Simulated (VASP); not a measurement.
Here is a VASP 6.6.1 calculation.

File INCAR:

```
SYSTEM = NbAs
ALGO = Fast
EDIFF = 1E-6
ENCUT = 520
GGA = PE
ISIF = 2
ISMEAR = 1
KPAR = 4
LASPH = .TRUE.
LCHARG = .FALSE.
LMAXMIX = 4
LREAL = .FALSE.
LWAVE = .FALSE.
NBANDS = 26
NELM = 80
PREC = Accurate
SIGMA = 0.1
```

Contents of KPOINTS:

```
k-points
0
G
  16 16 16
  0 0 0
```

File POSCAR:

```
NbAs                                    
1.0
   -1.7205983186      1.7205983186      5.7956157218
    1.7205983186     -1.7205983186      5.7956157218
    1.7205983186      1.7205983186     -5.7956157218
  Nb              As            
     2     2
Direct
     0.9987059057746208    0.9987059057746208    0.0000000000000000
     0.7487059057746208    0.2487059057746208    0.5000000000000000
     0.4172940942253760    0.4172940942253760    0.0000000000000000
     0.1672940942253760    0.6672940942253760    0.5000000000000000
```

KPOINTS_OPT

```
explicit points
298
Reciprocal
 0.0000000000  0.0000000000  0.0000000000 1
-0.0263157895  0.0263157895  0.0000000000 1
-0.0526315789  0.0526315789  0.0000000000 1
-0.0789473684  0.0789473684  0.0000000000 1
-0.1052631579  0.1052631579  0.0000000000 1
-0.1315789474  0.1315789474  0.0000000000 1
[... 290 lines left out ...]
-0.4674687300  0.5325312700 -0.0325312700 1
-0.5325312700  0.4674687300  0.0325312700 1
```

Potentials or basis: VASP PAW PBE potentials, release 64 (Nb_sv, As).

The run is started by

```sh
$ cat potpaw_PBE.64/Nb_sv/POTCAR potpaw_PBE.64/As/POTCAR > POTCAR
$ mpirun -np 4 vasp_std > vasp.out
```

(1) What does it give for the band gap along the path?

(2) Estimate the pressure.

Answers

(1) none (metal or under the smearing width).

(2) 5.6 GPa.
